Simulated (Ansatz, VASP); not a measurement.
**Se in VASP and in Ansatz**

```xyz
1
Lattice="2.2750 0.0000 0.0000 0.0000 2.2750 0.0000 0.0000 0.0000 2.2750" Properties=species:S:1:pos:R:3 pbc="T T T"
Se    0.0000    0.0000    0.0000
```

Change from the starting cell: volume scaled by 0.52, LAPW.

Alike in both runs: task single point; functional PBE; k mesh 15 × 15 × 15; occupations fermi-dirac, width 0.08 eV; no spin polarisation.

```csv
,VASP,Ansatz
version,VASP 6.6.1,Ansatz 0.2.0
potentials or method,"VASP PAW PBE potentials, release 64 (Se), cutoff 520 eV","all-electron LAPW, scalar-relativistic"
```

```csv
,VASP,Ansatz,Ansatz less VASP
pressure (GPa),173.8,171.1,-2.61
```

Ansatz ran all-electron here, so the differences hold the error of VASP's frozen core and of both bases.

Caveats: the cell as given lies far from equilibrium; so large a pressure means that the cell lies far from this level's equilibrium, or that cutoff or potentials fall short (VASP).
